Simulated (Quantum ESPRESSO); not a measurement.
VO2 under changes of volume

One of the cells (10.308 Å³/atom); the others are scaled copies at fixed shape and fractional positions:

```
CELL_PARAMETERS angstrom
4.50720 0.00000 0.00000
0.00000 4.50720 0.00000
0.00000 0.00000 3.04445
ATOMIC_POSITIONS crystal
V 0.50000 0.50000 0.50000
V 0.00000 0.00000 0.00000
O 0.20036 0.79964 0.50000
O 0.79964 0.20036 0.50000
O 0.70036 0.70036 0.00000
O 0.29964 0.29964 0.00000
```

The cell is a database's computed one.

| Property | Result |
| --- | --- |
| Program | Quantum ESPRESSO 7.5 |
| Functional | PBEsol |
| Potentials or basis | GBRV 1.5 PBEsol |
| Cutoff | 612 eV |
| Density cutoff | 4898 eV |
| k mesh | 6 × 6 × 9 |
| Occupations | fermi-dirac, width 0.05 eV |
| Spin | collinear spin, ferromagnetic start |
| Starting moments | [2.0, 2.0, 0.0, 0.0, 0.0, 0.0] μB |

| volume (Å³/atom) | energy over the lowest point (meV/atom) | pressure (GPa) | largest force (eV/Å) |
| --- | --- | --- | --- |
| 9.689 | 0.00 | -2.6 | 0.271 |
| 9.896 | ? | ? | ? |
| 10.102 | 19.27 | -12.2 | 0.285 |
| 10.308 | 37.50 | -16.2 | 0.291 |
| 10.514 | 60.64 | -19.8 | 0.296 |
| 10.720 | 88.12 | -23.0 | 0.301 |
| 10.926 | 119.45 | -25.8 | 0.306 |

Task: What does the run at 9.896 Å³/atom give?

Result: Energy over the lowest point 6.53 meV/atom; pressure -7.7 GPa; largest force 0.278 eV/Å.

Worked out: A Birch-Murnaghan fit of order 3 (a polynomial in V^(-2/3)) to the other rows has its minimum at 9.60 Å³/atom, just outside them, with B0 = V·E''(V) = 267 GPa and B' = 4.5 at fixed shape and positions, which overstates the stiffness. It gives 6.54 meV/atom at 9.896 Å³/atom, against the run's 6.53, and -dE/dV = -7.6 GPa, against -7.7.

Energies are extrapolated to zero smearing.
